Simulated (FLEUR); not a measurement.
# P (Cmce) in FLEUR: notebook

The runs below take P through band structure, equation of state, with LDA (Perdew-Zunger).

Program: FLEUR MaX-R8.1 (patched build s14). These are calculated values, not measurements. Logs are shortened: lines on timing, memory, paths and dates and some standing lists are left out, and cuts for length are marked.

## 1. Starting point

It takes space group Cmce (No. 64, orthorhombic). Conventional cell: a = 3.295 Å, b = 10.930 Å, c = 4.544 Å, α = 90.00°, β = 90.00°, γ = 90.00°. P (site symmetry m) is surrounded by 3 P at 2.20 to 2.25 Å.

## 2. Band structure, LDA (Perdew-Zunger)

Input file inp.xml:

```xml
<?xml version="1.0" encoding="UTF-8" standalone="no"?>
<fleurInput fleurInputVersion="0.39">
   <comment>
      P                                                                                                   
   </comment>
   <calculationSetup>
      <cutoffs Kmax="4.15" Gmax="12.8" GmaxXC="12.8" numbands="0"/>
      <scfLoop itmax="60" minDistance="0.00001" maxIterBroyd="15" imix="Anderson" alpha="0.05" precondParam="0.0" spinf="2.0"/>
      <coreElectrons ctail="T" frcor="F" kcrel="0" coretail_lmax="0"/>
      <xcFunctional name="pz" relativisticCorrections="F"/>
      <magnetism jspins="1"/>
      <soc l_soc="F" theta="0.0" phi="0.0" spav="F"/>
      <expertModes spex="0" secvar="F"/>
      <geometryOptimization l_f="F" forcealpha="1.0" forcemix="BFGS" epsdisp="0.00001" epsforce="0.00001"/>
      <ldaU l_linMix="F" mixParam="0.05" spinf="1.0"/>
   </calculationSetup>
   <cell>
      <bzIntegration valenceElectrons="44.0" mode="hist" fermiSmearingEnergy="0.00183747">
         <kPointListSelection listName="default-1"/>
         <!-- k-points included here -->
         <xi:include xmlns:xi="http://www.w3.org/2001/XInclude" href="kpts.xml"> </xi:include>
      </bzIntegration>
      <!-- symmetry operations included here -->
      <xi:include xmlns:xi="http://www.w3.org/2001/XInclude" href="sym.xml"> </xi:include>
      <bulkLattice scale="1.0">
         <bravaisMatrix>
            <row-1>    3.1137832282417897   -10.3274245610460227     0.0000000000000000</row-1>
            <row-2>    3.1137832282417897    10.3274245610460227     0.0000000000000000</row-2>
            <row-3>    0.0000000000000000     0.0000000000000000     8.5862268750853339</row-3>
         </bravaisMatrix>
      </bulkLattice>
   </cell>
   <atomSpecies>
      <species name="Phosphorous (P)" element="P" atomicNumber="15">
         <mtSphere radius="1.93" gridPoints="639" logIncrement="0.018"/>
         <atomicCutoffs lmax="8" lnonsphr="6"/>
         <electronConfig flipSpins="F">
            <coreConfig>(1s1/2) (2s1/2)</coreConfig>
            <valenceConfig>(2p1/2) (2p3/2) (3s1/2) (3p1/2) (3p3/2)</valenceConfig>
            <stateOccupation state="(3p1/2)" spinUp="0.500000" spinDown="0.500000"/>
            <stateOccupation state="(3p3/2)" spinUp="1.000000" spinDown="1.000000"/>
         </electronConfig>
         <energyParameters s="3" p="3" d="3" f="4"/>
         <lo type="SCLO" l="1" n="2" eDeriv="0"/>
         <lo type="SCLO" l="0" n="3" eDeriv="2"/>
         <lo type="SCLO" l="2" n="3" eDeriv="2"/>
         <lo type="SCLO" l="3" n="4" eDeriv="2"/>
      </species>
   </atomSpecies>
   <atomGroups>
      <atomGroup species="Phosphorous (P)">
         <relPos label="                   1">-.0958568700 .0958568700 -.4111848300</relPos>
         <relPos label="                   2">.0958568700 -.0958568700 .4111848300</relPos>
         <relPos label="                   3">-.4041431300 .4041431300 .0888151700</relPos>
         <relPos label="                   4">.4041431300 -.4041431300 -.0888151700</relPos>
         <force calculate="T" relaxXYZ="TTT"/>
      </atomGroup>
   </atomGroups>
   <output dos="F" band="F" slice="F">
      <checks vchk="F" cdinf="F"/>
      <bandDOS minEnergy="-.5*Htr" maxEnergy="0.5*Htr" sigma="0.015" storeEVData="T"/>
      <vacuumDOS vacdos="F" integ="F" star="F" nstars="0" locx1="0.0" locy1="0.0" locx2="0.0" locy2="0.0" nstm="0" tworkf="0.0"/>
      <unfoldingBand unfoldBand="F" supercellX="1" supercellY="1" supercellZ="1"/>
      <plotting iplot="0" polar="F">
         <plot TwoD="T" vec1="  1.0  0.0  0.0" vec2="  0.0  1.0  0.0" vec3="  0.0  0.0  1.0" zero="  0.0  0.0  0.0" file="plot"/>
      </plotting>
      <chargeDensitySlicing numkpt="0" minEigenval="0.0" maxEigenval="0.0" nnne="0" pallst="F"/>
      <specialOutput eonly="F"/>
      <magneticCircularDichroism mcd="F" energyLo="-10.0" energyUp="0.0"/>
   </output>
  <!-- We include the file relax.xml here to enable relaxations (see documentation) -->
  <xi:include xmlns:xi="http://www.w3.org/2001/XInclude" href="relax.xml"> <xi:fallback/> </xi:include>
</fleurInput>
```

Input file crystal.txt:

```
P
&input cartesian=F /
1.6477431241  -5.4650377251  0.0000000000
1.6477431241  5.4650377251  0.0000000000
0.0000000000  0.0000000000  4.5436355900
1.8897261246
1.0 1.0 1.0

4
15 0.9041431300  0.0958568700  0.5888151700
15 0.0958568700  0.9041431300  0.4111848300
15 0.5958568700  0.4041431300  0.0888151700
15 0.4041431300  0.5958568700  0.9111848300

&kpt div1=8 div2=8 div3=6 gamma=T /
```

Input file inp.xml (bands):

```
<?xml version="1.0" encoding="UTF-8" standalone="no"?>
<fleurInput fleurInputVersion="0.39">
   <comment>
      P                                                                                                   
   </comment>
   <calculationSetup>
      <cutoffs Kmax="4.15" Gmax="12.8" GmaxXC="12.8" numbands="0"/>
      <scfLoop itmax="60" minDistance="0.00001" maxIterBroyd="15" imix="Anderson" alpha="0.05" precondParam="0.0" spinf="2.0"/>
      <coreElectrons ctail="T" frcor="F" kcrel="0" coretail_lmax="0"/>
      <xcFunctional name="pz" relativisticCorrections="F"/>
      <magnetism jspins="1"/>
      <soc l_soc="F" theta="0.0" phi="0.0" spav="F"/>
      <expertModes spex="0" secvar="F"/>
      <geometryOptimization l_f="F" forcealpha="1.0" forcemix="BFGS" epsdisp="0.00001" epsforce="0.00001"/>
      <ldaU l_linMix="F" mixParam="0.05" spinf="1.0"/>
   </calculationSetup>
   <cell>
      <bzIntegration valenceElectrons="44.0" mode="hist" fermiSmearingEnergy="0.00183747">
         <kPointListSelection listName="path-1"/>
         <!-- k-points included here -->
         <xi:include xmlns:xi="http://www.w3.org/2001/XInclude" href="kpts.xml"> </xi:include>
      </bzIntegration>
      <!-- symmetry operations included here -->
      <xi:include xmlns:xi="http://www.w3.org/2001/XInclude" href="sym.xml"> </xi:include>
      <bulkLattice scale="1.0">
         <bravaisMatrix>
            <row-1>    3.1137832282417897   -10.3274245610460227     0.0000000000000000</row-1>
            <row-2>    3.1137832282417897    10.3274245610460227     0.0000000000000000</row-2>
            <row-3>    0.0000000000000000     0.0000000000000000     8.5862268750853339</row-3>
         </bravaisMatrix>
      </bulkLattice>
   </cell>
   <atomSpecies>
      <species name="Phosphorous (P)" element="P" atomicNumber="15">
         <mtSphere radius="1.93" gridPoints="639" logIncrement="0.018"/>
         <atomicCutoffs lmax="8" lnonsphr="6"/>
         <electronConfig flipSpins="F">
            <coreConfig>(1s1/2) (2s1/2)</coreConfig>
            <valenceConfig>(2p1/2) (2p3/2) (3s1/2) (3p1/2) (3p3/2)</valenceConfig>
            <stateOccupation state="(3p1/2)" spinUp="0.500000" spinDown="0.500000"/>
            <stateOccupation state="(3p3/2)" spinUp="1.000000" spinDown="1.000000"/>
         </electronConfig>
         <energyParameters s="3" p="3" d="3" f="4"/>
         <lo type="SCLO" l="1" n="2" eDeriv="0"/>
         <lo type="SCLO" l="0" n="3" eDeriv="2"/>
         <lo type="SCLO" l="2" n="3" eDeriv="2"/>
         <lo type="SCLO" l="3" n="4" eDeriv="2"/>
      </species>
   </atomSpecies>
   <atomGroups>
      <atomGroup species="Phosphorous (P)">
         <relPos label="                   1">-.0958568700 .0958568700 -.4111848300</relPos>
         <relPos label="                   2">.0958568700 -.0958568700 .4111848300</relPos>
         <relPos label="                   3">-.4041431300 .4041431300 .0888151700</relPos>
         <relPos label="                   4">.4041431300 -.4041431300 -.0888151700</relPos>
         <force calculate="T" relaxXYZ="TTT"/>
      </atomGroup>
   </atomGroups>
   <output dos="F" band="T" slice="F">
      <checks vchk="F" cdinf="F"/>
      <bandDOS minEnergy="-.5*Htr" maxEnergy="0.5*Htr" sigma="0.015" storeEVData="T"/>
      <vacuumDOS vacdos="F" integ="F" star="F" nstars="0" locx1="0.0" locy1="0.0" locx2="0.0" locy2="0.0" nstm="0" tworkf="0.0"/>
      <unfoldingBand unfoldBand="F" supercellX="1" supercellY="1" supercellZ="1"/>
      <plotting iplot="0" polar="F">
         <plot TwoD="T" vec1="  1.0  0.0  0.0" vec2="  0.0  1.0  0.0" vec3="  0.0  0.0  1.0" zero="  0.0  0.0  0.0" file="plot"/>
      </plotting>
      <chargeDensitySlicing numkpt="0" minEigenval="0.0" maxEigenval="0.0" nnne="0" pallst="F"/>
      <specialOutput eonly="F"/>
      <magneticCircularDichroism mcd="F" energyLo="-10.0" energyUp="0.0"/>
   </output>
  <!-- We include the file relax.xml here to enable relaxations (see documentation) -->
  <xi:include xmlns:xi="http://www.w3.org/2001/XInclude" href="relax.xml"> <xi:fallback/> </xi:include>
</fleurInput>
```

Potentials or basis: all-electron, FLAPW.

The run is started by

```console
inpgen -f crystal.txt -profile fastHighL
# inp.xml edited to the form shown
fleur
fleur   # second run, on inp.xml (bands)
```

The program printed:

```text
Welcome to FLEUR        (www.flapw.de)
      MaX-Release 8.1          (www.max-centre.eu)

 ========== k-point set info ==========
 Selected k-point list: default-1
 k-point list type: mesh
 8 x 8 x 6
 Number of k points: 84

 ------------Calculation Setup---------------------------
 Number of OMP-threads    :            1
 Number of basis functions:          792
 Approximate size of matrices (H+S) per k-point:         0.009 GB
 --------------------------------------------------------
 Iteration:     1   Distance:       7.47613379 me/bohr^3
 Iteration:     2   Distance:       7.03105329 me/bohr^3
 Iteration:     3   Distance:       2.25826596 me/bohr^3
 Iteration:     4   Distance:       0.88112432 me/bohr^3
 Iteration:     5   Distance:       0.54953289 me/bohr^3
 Iteration:     6   Distance:       0.12705410 me/bohr^3
 Iteration:     7   Distance:       0.11211870 me/bohr^3
 Iteration:     8   Distance:       0.01126292 me/bohr^3
 Iteration:     9   Distance:       0.00860008 me/bohr^3
 Iteration:    10   Distance:       0.00307519 me/bohr^3
 Iteration:    11   Distance:       0.00024586 me/bohr^3
 Iteration:    12   Distance:       0.00010783 me/bohr^3
 Iteration:    13   Distance:       0.00002123 me/bohr^3
 Iteration:    14   Distance:       0.00000171 me/bohr^3

 ********************************************************************
 Run finished successfully
 Stop message:
   all done
 ********************************************************************
```

output (bands):

```text
Welcome to FLEUR        (www.flapw.de)
      MaX-Release 8.1          (www.max-centre.eu)

 ========== k-point set info ==========
 Selected k-point list: path-1
 k-point list type: path
 Number of k points: 60

 ------------Calculation Setup---------------------------
 Number of OMP-threads    :            1
 Number of basis functions:          794
 Approximate size of matrices (H+S) per k-point:         0.009 GB
 --------------------------------------------------------
 Fermi energy correction for metals:
 Fermi energy in bands.* files may not be consistent with last density.
 Please correct it manually (e.g. in band.gnu file).

 Note: Band structure data (together with different weights) is also stored in the banddos.hdf file.
       A convenient way of extracting and plotting the data from that file is by making use of the

 ********************************************************************
 Run finished successfully
 Stop message:
   Charge density postprocessing done.
 ********************************************************************
```

out.xml (last iteration):

```text
<iteration numberForCurrentRun="   14" overallNumber="   14">
         <energyParameters units="Htr">
            <atomicEP atomType="1" spin="1" branch="3s" branchLowest="-5.96" branchHighest="1.13" value="-0.2899259379"/>
            <atomicEP atomType="1" spin="1" branch="3p" branchLowest="-4.17" branchHighest="1.66" value="-0.0765213091"/>
            <atomicEP atomType="1" spin="1" branch="3d" branchLowest="-9.99" branchHighest="2.11" value="0.1293448920"/>
            <atomicEP atomType="1" spin="1" branch="4f" branchLowest="-9.99" branchHighest="4.84" value="0.2960990777"/>
            <loAtomicEP atomType="1" spin="1" branch="2p" branchLowest="-9.99" branchHighest="-4.17" value="-4.1722388772"/>
            <loAtomicEP atomType="1" spin="1" branch="3s" branchLowest="-5.96" branchHighest="1.13" value="-0.2899259379"/>
            <loAtomicEP atomType="1" spin="1" branch="3d" branchLowest="-9.99" branchHighest="2.11" value="0.1293420587"/>
            <loAtomicEP atomType="1" spin="1" branch="4f" branchLowest="-9.99" branchHighest="4.84" value="0.2960979250"/>
         </energyParameters>
         <eigenvalues>
            <eigenvaluesAt spin="1" ikpt="1" k_x="0.00000000" k_y="0.00000000" k_z="0.00000000">
                      -4.1733725482       -4.1732729848       -4.1732516382       -4.1731919476       -4.1731759176
                      -4.1729843378       -4.1728981114       -4.1728748648       -4.1701516955       -4.1700789247
                      -4.1700190275       -4.1699587702       -0.3539087264       -0.2526081002       -0.1323842082
                      -0.0227504965        0.0463340637        0.0463654717        0.0774864708        0.1230276130
                       0.1323864289        0.1824357965        0.2453236297        0.2608982914        0.2933459380
                       0.3291668210        0.4230847462        0.4524086341        0.4747949190        0.4952416838
                       0.5035665243        0.5227132952        0.5302686590        0.5374622252
            </eigenvaluesAt>
            <eigenvaluesAt spin="1" ikpt="2" k_x="0.00000000" k_y="0.00000000" k_z="0.16666667">
                      -4.1733648579       -4.1732706208       -4.1732480880       -4.1732352645       -4.1731290988
                      -4.1729860992       -4.1728943364       -4.1728754751       -4.1701442845       -4.1700854731
                      -4.1700088184       -4.1699568358       -0.3486820839       -0.2611339356       -0.1316902981
                      -0.0324132857        0.0332372979        0.0667905032        0.0812949237        0.1295677579
                       0.1493651408        0.1536666086        0.2620374259        0.2849586542        0.2857864207
[... 23 lines left out ...]
         <sumValenceSingleParticleEnergies value="-100.6121812753" units="Htr"/>
         <FermiEnergy value="0.2281737202" units="Htr"/>
         <valenceDensity>
            <mtCharges spin="1">
               <mtCharge atomType="1" total="8.5547134" s="1.0800051" p="7.3837903" d="0.0837216" f="0.0061076"/>
            </mtCharges>
            <spinDependentCharge spin="1" total="44.0000000" interstitial="9.7811464" mtSpheres="34.2188536"/>
            <totalCharge value="44.0000000000"/>
         </valenceDensity>
         <coreStates atomType="     1" atomicNumber=" 15" spin="1" kinEnergy="    244.0579361570" eigValSum="   -163.6857095561" lostElectrons=" 0.000173">
            <state n="1" l="0" j="0.5" energy="-75.8831047251" weight="1.0000000000"/>
            <state n="2" l="0" j="0.5" energy="-5.9597500529" weight="1.0000000000"/>
         </coreStates>
         <allElectronCharges>
            <spinDependentCharge spin="1" total="60.0000000" interstitial="9.7818376" mtSpheres="50.2181624"/>
            <totalCharge value="59.9999999896"/>
         </allElectronCharges>
         <totalEnergy                                    value="    -1364.0263226154" units="Htr">
            <sumOfEigenvalues                            value="     -755.3550194996">
               <coreElectrons value="-654.7428382243"/>
               <valenceElectrons value="-100.6121812753"/>
            </sumOfEigenvalues>
            <densityCoulombPotentialIntegral value="-2006.1321089019"/>
            <densityEffectivePotentialIntegral value="-2122.7798362944"/>
            <chargeDenXCDenIntegral value="-88.2686143587"/>
            <FockExchangeEnergyValence value="0.0000000000"/>
            <FockExchangeEnergyCore value="0.0000000000"/>
            <atomTypeDependentContributions atomType="1">
               <electronNucleiInteractionDifferentMTs value="1602.4126725201"/>
               <MadelungTerm value="-37.7037980805"/>
            </atomTypeDependentContributions>
            <tkbTimesEntropy value="0.0000261986"/>
            <freeEnergy value="-1364.0263488139"/>
            <extrapolationTo0K value="-1364.0263357146"/>
         </totalEnergy>
         <densityConvergence units="me/bohr^3">
            <chargeDensity spin="1" distance="0.0000017055"/>
         </densityConvergence>
      </iteration>
```

It took 2 min on 1 thread of Intel Xeon 6975P-C (Granite Rapids), shared host; peak memory 0.07 GiB.

What came out:

```
Free energy                                           : -37117.0478 eV
Band gap on the k mesh                                : 0.02 eV, direct
Band gap along the path                               : 0.02 eV, direct
Valence electrons inside the program's atomic spheres : P 8.55 (radii P 1.93 bohr)
```

Levels at the corners of the path, in eV from the valence-band top:
```csv
point,band 20,band 21,band 22,band 23,band 24,band 25
Γ,-2.85,-2.60,-1.23,0.48,0.90,1.78
X,-3.39,-2.69,-2.46,0.56,0.69,1.18
S,-3.40,-2.67,-2.67,0.53,0.53,1.35
R,-5.34,-1.82,-1.82,1.53,1.53,3.34
A,-4.81,-1.73,-1.73,1.63,1.63,3.20
Z,-3.30,-1.68,-1.68,1.32,1.32,2.82
Γ,-2.85,-2.60,-1.23,0.48,0.90,1.78
Y,-2.44,-1.61,0.00,0.02,0.67,2.00
X1,-3.39,-2.69,-2.46,0.56,0.69,1.18
A1,-4.81,-1.73,-1.73,1.63,1.63,3.20
T,-2.79,-2.01,-2.01,1.29,1.29,2.43
Y,-2.44,-1.61,0.00,0.02,0.67,2.00
Z,-3.30,-1.68,-1.68,1.32,1.32,2.82
T,-2.79,-2.01,-2.01,1.29,1.29,2.43
```

Core levels (eV from the Fermi level):
| atom | levels |
| --- | --- |
| 1 P | 1s1/2 -2071.1, 2s1/2 -168.4 |
| 2 P | 1s1/2 -2071.1, 2s1/2 -168.4 |
| 3 P | 1s1/2 -2071.1, 2s1/2 -168.4 |
| 4 P | 1s1/2 -2071.1, 2s1/2 -168.4 |

## 3. Equation of state, LDA (Perdew-Zunger), 19.23 Å³/atom (volume scaled by 0.94)

Changes to inp.xml since step 2:

```diff
@@ -6,3 +6,3 @@
    <calculationSetup>
-      <cutoffs Kmax="4.15" Gmax="12.8" GmaxXC="12.8" numbands="0"/>
+      <cutoffs Kmax="4.28" Gmax="13.3" GmaxXC="13.3" numbands="0"/>
       <scfLoop itmax="60" minDistance="0.00001" maxIterBroyd="15" imix="Anderson" alpha="0.05" precondParam="0.0" spinf="2.0"/>
@@ -24,3 +24,3 @@
       <xi:include xmlns:xi="http://www.w3.org/2001/XInclude" href="sym.xml"> </xi:include>
-      <bulkLattice scale="1.0">
+      <bulkLattice scale="0.9795861087">
          <bravaisMatrix>
@@ -34,3 +34,3 @@
       <species name="Phosphorous (P)" element="P" atomicNumber="15">
-         <mtSphere radius="1.93" gridPoints="639" logIncrement="0.018"/>
+         <mtSphere radius="1.87" gridPoints="639" logIncrement="0.018"/>
          <atomicCutoffs lmax="8" lnonsphr="6"/>
```

Potentials or basis: all-electron, FLAPW.

The run is started by

```console
inpgen -f crystal.txt -profile fastHighL
# inp.xml edited to the form shown
fleur
```

Wall time 2.3 min (1 thread of Intel Xeon 6975P-C (Granite Rapids), shared host); peak memory 0.08 GiB.

The run converged. Its results:

```
Free energy                                           : -37117.0299 eV
Band gap on the k mesh                                : 0.08 eV, direct
Valence electrons inside the program's atomic spheres : P 8.41 (radii P 1.87 bohr)
```

## 4. Equation of state, LDA (Perdew-Zunger), 19.64 Å³/atom (volume scaled by 0.96)

Changes to inp.xml since step 3:

```diff
@@ -24,3 +24,3 @@
       <xi:include xmlns:xi="http://www.w3.org/2001/XInclude" href="sym.xml"> </xi:include>
-      <bulkLattice scale="0.9795861087">
+      <bulkLattice scale="0.9864848297">
          <bravaisMatrix>
```

The run is started by

```console
inpgen -f crystal.txt -profile fastHighL
# inp.xml edited to the form shown
fleur
```

Wall time 2.3 min (1 thread of Intel Xeon 6975P-C (Granite Rapids), shared host); peak memory 0.08 GiB.

It converged, with:

* Free energy: -37117.0517 eV
* Band gap on the k mesh: 0.07 eV, direct
* Valence electrons inside the program's atomic spheres: P 8.40 (radii P 1.87 bohr)

[end of part 1 of 2]
